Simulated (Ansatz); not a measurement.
Bi2TeSe2 (Skippenite):

```
CELL_PARAMETERS angstrom
2.09150 1.20753 9.71233
-2.09150 1.20753 9.71233
0.00000 -2.41506 9.71233
ATOMIC_POSITIONS crystal
Bi 0.60194 0.60194 0.60194
Bi 0.39806 0.39806 0.39806
Te 0.00000 0.00000 0.00000
Se 0.78840 0.78840 0.78840
Se 0.21160 0.21160 0.21160
```

Base run:

| Item | Value |
| --- | --- |
| Program | Ansatz 0.2.0 |
| Functional | LDA |
| Potentials or basis | Ansatz PAW |
| Cutoff | 420 eV (not typed: the program's choice for these potentials) |
| k mesh | 7 × 7 × 7 |
| Occupations | fermi-dirac, width 0.05 eV |
| Spin | no spin polarisation |

Its results: band gap on the k mesh 0.39 eV, direct; pressure 0.4 GPa; largest force 1.780 eV/Å.

Q: The run is repeated on the same cell with these changes: functional from LDA to r2SCAN; cutoff from 420 eV (not typed: the program's choice for these potentials) to 500 eV (not typed: the program's choice for these potentials). What comes out?

A: Band gap on the k mesh 0.75 eV, direct; pressure 3.8 GPa; largest force 2.040 eV/Å.

r2SCAN gives the wider gap, since meta-GGAs in the generalised Kohn-Sham scheme recover part of the derivative discontinuity.

Caveats: spin-orbit coupling is left out, which as a rule narrows the gap of such compounds by several tenths of an eV; the PAW data sets come from PBE, with cores solved anew for the run's functional, which leaves a small shift of forces and pressure; forces of over 1 eV/Å show positions far from the minimum, so gaps and moduli don't describe the material at rest.
